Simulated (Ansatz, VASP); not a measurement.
**Two plane-wave programs on Mo**

```
Mo
1.0
    -1.57495    1.57495    1.57495
     1.57495   -1.57495    1.57495
     1.57495    1.57495   -1.57495
Mo
1
Direct
  0.00000 0.00000 0.00000
```

Alike in both runs: functional r2SCAN; k mesh 16 × 16 × 16; occupations gaussian, width 0.1 eV; no spin polarisation.

Ansatz relaxed the structure, and its values are those at the end. VASP's run is a single point on that final structure, the one shown.

|  | VASP | Ansatz |
| --- | --- | --- |
| version | VASP 6.6.1 | Ansatz 0.2.0 |
| potentials or method | VASP PAW PBE potentials, release 64 (Mo_sv) | scalar-relativistic, plane waves, PAW |
| plane-wave cutoff (eV) | 520 | 500 |
| valence electrons in the cell | 14 | 14 |

Ansatz gave:

- gap on the k mesh at the Fermi level (eV): none
- pressure (GPa): 0.0

Estimate VASP's values.

gap on the k mesh at the Fermi level (eV): none; pressure (GPa): 1.1.

A gap of «none» marks a metal or a gap that the smearing closes.

Caveats: the PAW data sets were made with another functional, which shifts forces and pressure a little (VASP).
